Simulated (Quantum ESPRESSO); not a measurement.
# Al (P6/mmm) in Quantum ESPRESSO: reference runs, part 2 of 2

Quantum ESPRESSO 7.5.

### 3 Single point, PBE (atoms moved at random, drawn with an rms of 0.05 Å)

The input, pw.in:

```
&CONTROL
  calculation = 'scf'
  prefix = 'pwscf'
  outdir = './tmp'
  pseudo_dir = './pseudo'
  tprnfor = .true.
  tstress = .true.
  disk_io = 'nowf'
/
&SYSTEM
  ibrav = 0
  nat = 2
  ntyp = 1
  ecutwfc = 55
  ecutrho = 440
  nbnd = 8
  occupations = 'smearing'
  smearing = 'fd'
  degauss = 0.00367493
/
&ELECTRONS
  conv_thr = 4d-10
  electron_maxstep = 120
  mixing_beta = 0.5
/
ATOMIC_SPECIES
Al    26.9815 Al.pbe-n-kjpaw_psl.1.0.0.UPF
CELL_PARAMETERS angstrom
   4.4916000000    0.0000000000    0.0000000000
  -2.2458000000    3.8898400000    0.0000000000
   0.0000000000    0.0000000000    2.7226000000
ATOMIC_POSITIONS crystal
Al     0.3165590000    0.6576810000    0.0119440000
Al     0.6603450000    0.3209100000   -0.0248460000
K_POINTS automatic
7 7 10 0 0 0
```

Potentials or basis: SSSP 1.3 efficiency PBE.

Launch:

```sh
$ OMP_NUM_THREADS=1 pw.x -in pw.in > pw.out
```

pw.out:

```text
This program is part of the open-source Quantum ESPRESSO suite
     for quantum simulation of materials; please cite
         "P. Giannozzi et al., J. Phys.:Condens. Matter 21 395502 (2009);
         "P. Giannozzi et al., J. Phys.:Condens. Matter 29 465901 (2017);
         "P. Giannozzi et al., J. Chem. Phys. 152 154105 (2020);
     in publications or presentations arising from this work. More details at

     file Al.pbe-n-kjpaw_psl.1.0.0.UPF: wavefunction(s)  3S 3P renormalized

     G-vector sticks info
     --------------------
     sticks:   dense  smooth     PW     G-vecs:    dense   smooth      PW
     Sum        2185    1099    337                49979    17707    2917

     Using Slab Decomposition

     bravais-lattice index     =            0
     lattice parameter (alat)  =       8.4879  a.u.
     unit-cell volume          =     321.0061 (a.u.)^3
     number of atoms/cell      =            2
     number of atomic types    =            1
     number of electrons       =         6.00
     number of Kohn-Sham states=            8
     kinetic-energy cutoff     =      55.0000  Ry
     charge density cutoff     =     440.0000  Ry
     scf convergence threshold =      4.0E-10
     mixing beta               =       0.5000
     number of iterations used =            8  plain     mixing
     Exchange-correlation= SLA  PW   PBX  PBC
                           (   1   4   3   4   0   0   0)

     celldm(1)=   8.487894  celldm(2)=   0.000000  celldm(3)=   0.000000
     celldm(4)=   0.000000  celldm(5)=   0.000000  celldm(6)=   0.000000

     crystal axes: (cart. coord. in units of alat)
               a(1) = (   1.000000   0.000000   0.000000 )
               a(2) = (  -0.500000   0.866025   0.000000 )
               a(3) = (   0.000000   0.000000   0.606154 )

     reciprocal axes: (cart. coord. in units 2 pi/alat)
               b(1) = (  1.000000  0.577350 -0.000000 )
               b(2) = (  0.000000  1.154700  0.000000 )
               b(3) = (  0.000000 -0.000000  1.649747 )

     PseudoPot. # 1 for Al read from file:
     Al.pbe-n-kjpaw_psl.1.0.0.UPF
     Pseudo is Projector augmented-wave + core cor, Zval =  3.0
     Generated using "atomic" code by A. Dal Corso  v.5.1
     Shape of augmentation charge: PSQ
     Using radial grid of 1135 points,  6 beta functions with:
                l(1) =   0
                l(2) =   0
                l(3) =   1
                l(4) =   1
                l(5) =   2
                l(6) =   2
     Q(r) pseudized with 0 coefficients

     atomic species   valence    mass     pseudopotential
     Al                3.00    26.98150     Al( 1.00)

     No symmetry found

   Cartesian axes

     site n.     atom                  positions (alat units)
         1        Al     tau(   1) = (  -0.0122815   0.5695685   0.0072399  )
         2        Al     tau(   2) = (   0.4998900   0.2779162  -0.0150605  )

     number of k points=   246  Fermi-Dirac smearing, width (Ry)=  0.0037

     Number of k-points >= 100: set verbosity='high' to print them.

     Dense  grid:    49979 G-vectors     FFT dimensions: (  60,  60,  36)

     Smooth grid:    17707 G-vectors     FFT dimensions: (  45,  45,  25)

     Initial potential from superposition of free atoms

     starting charge       5.9954, renormalised to       6.0000
     Starting wfcs are    8 randomized atomic wfcs

     Self-consistent Calculation

     iteration #  1     ecut=    55.00 Ry     beta= 0.50
     Davidson diagonalization with overlap
     ethr =  1.00E-02,  avg # of iterations =  6.4

     Threshold (ethr) on eigenvalues was too large:
     Diagonalizing with lowered threshold

     Davidson diagonalization with overlap
     ethr =  2.49E-04,  avg # of iterations =  3.8

     total energy              =     -78.93282111 Ry
     estimated scf accuracy    <       0.01563565 Ry

     iteration #  2     ecut=    55.00 Ry     beta= 0.50
     Davidson diagonalization with overlap
     ethr =  2.61E-04,  avg # of iterations =  1.1

     total energy              =     -78.93277431 Ry
     estimated scf accuracy    <       0.00331037 Ry

     iteration #  3     ecut=    55.00 Ry     beta= 0.50
     Davidson diagonalization with overlap
     ethr =  5.52E-05,  avg # of iterations =  2.1

     total energy              =     -78.93284200 Ry
     estimated scf accuracy    <       0.00003391 Ry

     iteration #  4     ecut=    55.00 Ry     beta= 0.50
     Davidson diagonalization with overlap
     c_bands:  1 eigenvalues not converged
     c_bands:  1 eigenvalues not converged
     c_bands:  1 eigenvalues not converged
     c_bands:  1 eigenvalues not converged
     c_bands:  1 eigenvalues not converged
     c_bands:  1 eigenvalues not converged
     c_bands:  1 eigenvalues not converged
     c_bands:  1 eigenvalues not converged
     c_bands:  1 eigenvalues not converged
     c_bands:  1 eigenvalues not converged
     c_bands:  1 eigenvalues not converged
     c_bands:  1 eigenvalues not converged
     ethr =  5.65E-07,  avg # of iterations =  7.0

     total energy              =     -78.93284793 Ry
     estimated scf accuracy    <       0.00000206 Ry

     iteration #  5     ecut=    55.00 Ry     beta= 0.50
     Davidson diagonalization with overlap
     ethr =  3.43E-08,  avg # of iterations =  2.0

     total energy              =     -78.93284837 Ry
     estimated scf accuracy    <       0.00000006 Ry

     iteration #  6     ecut=    55.00 Ry     beta= 0.50
     Davidson diagonalization with overlap
     ethr =  9.83E-10,  avg # of iterations =  2.5

     total energy              =     -78.93284841 Ry
     estimated scf accuracy    <       0.00000001 Ry

     iteration #  7     ecut=    55.00 Ry     beta= 0.50
     Davidson diagonalization with overlap
     ethr =  2.13E-10,  avg # of iterations =  2.2

     total energy              =     -78.93284841 Ry
     estimated scf accuracy    <          7.8E-10 Ry

     iteration #  8     ecut=    55.00 Ry     beta= 0.50
     Davidson diagonalization with overlap
     ethr =  1.29E-11,  avg # of iterations =  3.0

     End of self-consistent calculation

     Number of k-points >= 100: set verbosity='high' to print the bands.

     the Fermi energy is     4.1425 ev

!    total energy              =     -78.93284841 Ry
     total all-electron energy =      -971.218412 Ry
     estimated scf accuracy    <          1.3E-10 Ry
     smearing contrib. (-TS)   =      -0.00038170 Ry
     internal energy E=F+TS    =     -78.93246671 Ry

     The total energy is F=E-TS. E is the sum of the following terms:
     one-electron contribution =       3.94937749 Ry
     hartree contribution      =       0.42974838 Ry
     xc contribution           =      -5.00816499 Ry
     ewald contribution        =      -8.92226826 Ry
     one-center paw contrib.   =     -69.38115934 Ry

     convergence has been achieved in   8 iterations

     Forces acting on atoms (cartesian axes, Ry/au):

     atom    1 type  1   force =     0.01357806   -0.00259780    0.00535968
     atom    2 type  1   force =    -0.01357806    0.00259780   -0.00535968

     Total force =     0.020968     Total SCF correction =     0.000001

     Computing stress (Cartesian axis) and pressure

          total   stress  (Ry/bohr**3)                   (kbar)     P=       16.28
   0.00011264   0.00009455   0.00000673           16.57       13.91        0.99
   0.00009455   0.00015385  -0.00000120           13.91       22.63       -0.18
   0.00000673  -0.00000120   0.00006550            0.99       -0.18        9.64

=------------------------------------------------------------------------------=
   JOB DONE.
=------------------------------------------------------------------------------=
```

Run time: 83 s. Hardware: 1 thread of Arm Neoverse V1, shared host; peak memory 0.27 GiB.

Results:

```
Free energy            : -1073.9361 eV
Pressure               : 1.6 GPa
Largest force          : 0.381 eV/Å
Band gap on the k mesh : none (metal or under the smearing width)
```

Forces in eV/Å, atoms in the order of the input:
```
Al   0.349 -0.067  0.138
Al  -0.349  0.067 -0.138
```
